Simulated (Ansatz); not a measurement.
The system is GaP.

```
CELL_PARAMETERS angstrom
0.00000 2.72525 2.72525
2.72525 0.00000 2.72525
2.72525 2.72525 0.00000
ATOMIC_POSITIONS crystal
Ga 0.00000 0.00000 0.00000
P 0.25000 0.25000 0.25000
```

Base run:

- Program: Ansatz 0.2.0
- Functional: PBE0
- Potentials or basis: Ansatz PAW
- Cutoff: 420 eV
- Density cutoff: 1680 eV
- k mesh: 5 × 5 × 5
- Occupations: gaussian, width 0.1 eV
- Spin: spin-orbit coupling, no magnetisation

Its results: band gap on the k mesh 2.93 eV, indirect (least direct gap 3.44 eV).

Problem. The run is repeated on the same cell with these changes: functional from PBE0 to HSE03; occupations from gaussian, width 0.1 eV to fermi-dirac, width 0.025 eV. What comes out?

Solution. Band gap on the k mesh 2.09 eV, indirect (least direct gap 2.60 eV).

Caveats: odd divisions of the mesh miss points on the zone boundary, where band edges often lie, so the gap on the mesh can be too wide.

A k mesh can miss the band edges.

Not every run made on this cell is shown here.
